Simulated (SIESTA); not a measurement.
Crystal: SnTe.

```
CELL_PARAMETERS angstrom
0.00000 3.15085 3.15085
3.15085 0.00000 3.15085
3.15085 3.15085 0.00000
ATOMIC_POSITIONS crystal
Te 0.50000 0.50000 0.50000
Sn 0.00000 0.00000 0.00000
```

```yaml
Program: SIESTA 5.4.2
Task: relaxation of cell and atoms
Functional: PBE
Potentials_or_basis: PseudoDojo 0.4 standard (PBE files)
Basis: DZP (energy shift 0.003 Ry; two zetas on semicore shells)
Grid_cutoff: 500 Ry
Energy_shift: 0.003 Ry
k_mesh: 7 × 7 × 7
Occupations: fermi-dirac, width 0.05 eV
Spin: no spin polarisation
```

At the start: pressure 2.9 GPa; volume 31.28 Å³/atom.

Question: Where does the relaxation end?

Answer: Over 4 steps the energy falls by 17.0 meV/atom and the volume is 33.27 Å³/atom (+6.4 %); space group Fm-3m (No. 225, to 0.05 Å).

Step by step:
| step | energy change (eV) | largest force (eV/Å) | pressure (GPa) | volume (Å³) |
| --- | --- | --- | --- | --- |
| 1 | 0.0000 | 0.0000 | 2.90 | 62.56 |
| 2 | -0.0122 | 0.0000 | 2.24 | 63.33 |
| 3 | -0.0337 | 0.0000 | 0.24 | 66.18 |
| 4 | -0.0340 | 0.0000 | 0.00 | 66.55 |

Final structure:
```
CELL_PARAMETERS angstrom
0.00115 3.21696 3.21696
3.21696 0.00115 3.21696
3.21696 3.21696 0.00115
ATOMIC_POSITIONS crystal
Te 0.50000 0.50000 0.50000
Sn 0.00000 0.00000 0.00000
```

Caveat: the basis of atomic orbitals isn't converged, which shifts pressures, moduli and gaps.
